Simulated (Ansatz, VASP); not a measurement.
## Two plane-wave programs on Pd

INCAR

```
SYSTEM = Pd
ALGO = Normal
EDIFF = 1E-6
ENCUT = 520
GGA = PS
ISIF = 2
ISMEAR = -1
ISPIN = 2
LASPH = .True.
LCHARG = .True.
LELF = .True.
LMAXMIX = 4
LORBIT = 11
LREAL = .False.
LVHAR = .True.
LWAVE = .False.
MAGMOM = 0.5
NBANDS = 15
NELM = 150
PREC = Accurate
SIGMA = 0.05
```

The input KPOINTS:

```
k-points
0
Gamma
  16 16 16
  0 0 0
```

File POSCAR:

```
Pd
1.0
   -1.4780889986      1.4780889986      1.4780889986
    1.4780889986     -1.4780889986      1.4780889986
    1.4780889986      1.4780889986     -1.4780889986
Pd
1
Direct
    0.0000000000      0.0000000000      0.0000000000
```

Input for Ansatz:

```yaml
crystal:
  lattice:
    - [-1.4780889986, 1.4780889986, 1.4780889986]
    - [1.4780889986, -1.4780889986, 1.4780889986]
    - [1.4780889986, 1.4780889986, -1.4780889986]
  atoms:
    - { symbol: Pd, position: [0.0, 0.0, 0.0], spin: 0.5 }
hamiltonian:
  xc: pbesol
  pseudopotentials:
    kind: paw
    azcp:
      Pd: "pseudopotentials/Pd.paw.azcp"
basis:
  ecutwfc: 420
  fft_grid_basis: typed
kpoints:
  mp_grid: { grid: [16, 16, 16], shift: [0, 0, 0] }
magnetization:
  spin_polarized: true
scf:
  occupations: { method: fermi_dirac, width: 0.05 }
  lower_state_search: "off"
output:
  stress: true
  write_density: true
  write_potential: true
  elf: true
  volumetric_format: npy
```

Alike in both runs: task single point; functional PBEsol; k mesh 16 × 16 × 16; occupations fermi-dirac, width 0.05 eV; collinear spin.

```csv
,VASP,Ansatz
version,VASP 6.6.1,Ansatz 0.2.0
potentials or method,"VASP PAW PBE potentials, release 64 (Pd)","plane waves (420 eV) with PAW, scalar-relativistic"
plane-wave cutoff (eV),520,420
valence electrons in the cell,10,18
```

```tsv
	VASP	Ansatz	Ansatz less VASP
net moment per atom (μB)	0.00	0.00	-0.001
```

The functional is the same, so the differences come from potentials, cutoffs and numerics. The two sets of potentials don't hold the same shells in valence. Ansatz warned: «pseudo_functional_mismatch».
